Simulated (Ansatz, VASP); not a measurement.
This is a calculation of Te for VASP 6.6.1.

File INCAR:

```
SYSTEM = Te
PREC = Accurate
ENCUT = 520
EDIFF = 1E-7
ISMEAR = -1
SIGMA = 0.05
LREAL = .False.
LASPH = .True.
NELM = 80
ALGO = Normal
ISIF = 2
LWAVE = .False.
LCHARG = .False.
GGA = PE
NBANDS = 13
```

KPOINTS

```
Automatic mesh
0
Gamma
  10 10 10
  0 0 0
```

File POSCAR:

```
Te
1.0
   -2.9577914636      3.8759656627      1.5351528885
    2.9577914636     -3.8759656627      1.5351528885
    2.9577914636      3.8759656627     -1.5351528885
Te
2
Direct
    0.0009290200      0.7509290200      0.2500000000
    0.9990709800      0.2490709800      0.7500000000
```

Potentials or basis: VASP PAW PBE potentials, release 64 (Te).

The run is started by

```bash
$ cat potpaw_PBE.64/Te/POTCAR > POTCAR
$ mpirun -np 1 vasp_std > vasp.out
```

Problem. Translate it to Ansatz 0.2.0. Potentials there: Ansatz PAW.

Solution. As run (the cutoff follows the program's own potentials):

input.yaml

```yaml
crystal:
  lattice:
    - [-2.9577914636, 3.8759656627, 1.5351528885]
    - [2.9577914636, -3.8759656627, 1.5351528885]
    - [2.9577914636, 3.8759656627, -1.5351528885]
  atoms:
    - { symbol: Te, position: [0.00092902, 0.75092902, 0.25] }
    - { symbol: Te, position: [0.99907098, 0.24907098, 0.75] }
hamiltonian:
  xc: pbe
  pseudopotentials: { kind: paw }
kpoints:
  mp_grid: { grid: [10, 10, 10] }
scf:
  occupations: { method: fermi_dirac, width: 0.05 }
output:
  forces: true
  stress: true
  eigenvalues: true
```

Potentials or basis: Ansatz PAW.

The run is started by

```console
$ ansatz run input.yaml --threads 2 --pin off --max-ram 5120MiB --backend cpu --events-out ev --progress --plain --runs-dir out
```

Both were run:

|  | VASP | Ansatz | Ansatz less VASP |
| --- | --- | --- | --- |
| gap on the k mesh at the Fermi level (eV) | none | none | - |
| pressure (GPa) | 0.6 | 0.7 | +0.04 |
| largest component of the traceless stress (GPa) | 1.18 | 1.20 | +0.020 |

A gap of «none» marks a metal or a gap that the smearing closes. The two sets of potentials don't hold the same shells in valence.

The runs have no spin-orbit coupling, so splittings on Te are missing.
